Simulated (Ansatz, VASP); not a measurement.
**SiC3 in VASP and in Ansatz**

File POSCAR:

```
SiC3
1.0
    1.3988733818      0.8076399235      4.6808463083
   -1.3988733818      0.8076399235      4.6808463083
    0.0000000000     -1.6152798471      4.6808463083
C Si
3 1
Direct
    1.0084232474      0.0084232474      0.0084232474
    0.4885199220      0.4885199220      0.4885199220
    0.3790842956      0.3790842956      0.3790842956
    0.8739725349      0.8739725349      0.8739725349
```

Contents of INCAR.step1:

```
ALGO = Normal
EDIFF = 1E-4
ENCUT = 520
GGA = PE
ISMEAR = 0
LASPH = True
LCHARG = False
LREAL = False
LWAVE = True
NBANDS = 16
NELM = 100
PREC = Accurate
SIGMA = 0.01
```

The input INCAR.step2:

```
ALGO = Normal
EDIFF = 1E-6
ENCUT = 520
ISIF = 2
ISMEAR = 0
ISTART = 1
LASPH = True
LCHARG = True
LELF = True
LMIXTAU = True
LREAL = False
LVHAR = True
LWAVE = False
METAGGA = R2SCAN
NBANDS = 16
NELM = 100
PREC = Accurate
SIGMA = 0.01
```

The input KPOINTS:

```
k-points
0
Gamma
  10 10 10
```

Input for Ansatz:

```yaml
crystal:
  lattice:
    - [1.3988733818, 0.8076399235, 4.6808463083]
    - [-1.3988733818, 0.8076399235, 4.6808463083]
    - [0.0, -1.6152798471, 4.6808463083]
  atoms:
    - { symbol: C, position: [1.0084232474, 0.0084232474, 0.0084232474] }
    - { symbol: C, position: [0.488519922, 0.488519922, 0.488519922] }
    - { symbol: C, position: [0.3790842956, 0.3790842956, 0.3790842956] }
    - { symbol: Si, position: [0.8739725349, 0.8739725349, 0.8739725349] }
kpoints:
  mp_grid: { grid: [10, 10, 10] }
  band_path:
    path:
      - [0.0, 0.0, 0.0]
      - [-0.5, -0.5, -0.5]
      - [-0.5, -0.187080252, -0.812919748]
      - [-0.187080252, 0.187080252, -0.5]
      - [0.0, 0.0, -0.5]
      - [0.0, 0.343540126, -0.343540126]
      - [-0.343540126, 0.0, -0.656459874]
      - [-0.5, 0.0, -0.5]
      - [0.1, -0.5, -0.5]
    npoints: 1
hamiltonian:
  xc: r2scan
scf:
  occupations: { method: fixed }
  n_extra_bands: 5
output:
  forces: true
  stress: true
  eigenvalues: true
```

Change from the starting cell: epitaxial_xy strain -1.2%.

Alike in both runs: task single point; functional r2SCAN; k mesh 10 × 10 × 10; no spin polarisation.

|  | VASP | Ansatz |
| --- | --- | --- |
| version | VASP 6.6.1 | Ansatz 0.2.0 |
| potentials or method | VASP PAW PBE potentials, release 64 (C, Si) | plane waves, PAW |
| plane-wave cutoff (eV) | 520 | 500 |
| occupations | gaussian, width 0.01 eV | fixed |
| valence electrons in the cell | 16 | 16 |

```tsv
	VASP	Ansatz	Ansatz less VASP
gap on the k mesh at the Fermi level (eV)	1.72	1.71	-0.007
pressure (GPa)	5.7	5.6	-0.03
largest component of the traceless stress (GPa)	5.87	5.69	-0.183
rms of the force components (eV/Å)	0.028	0.001	-0.0277
```

Atom by atom the forces differ by 0.028 eV/Å (rms over components).

Caveats: the PAW data sets were made with another functional, which shifts forces and pressure a little (VASP). A k mesh can miss the band edges.
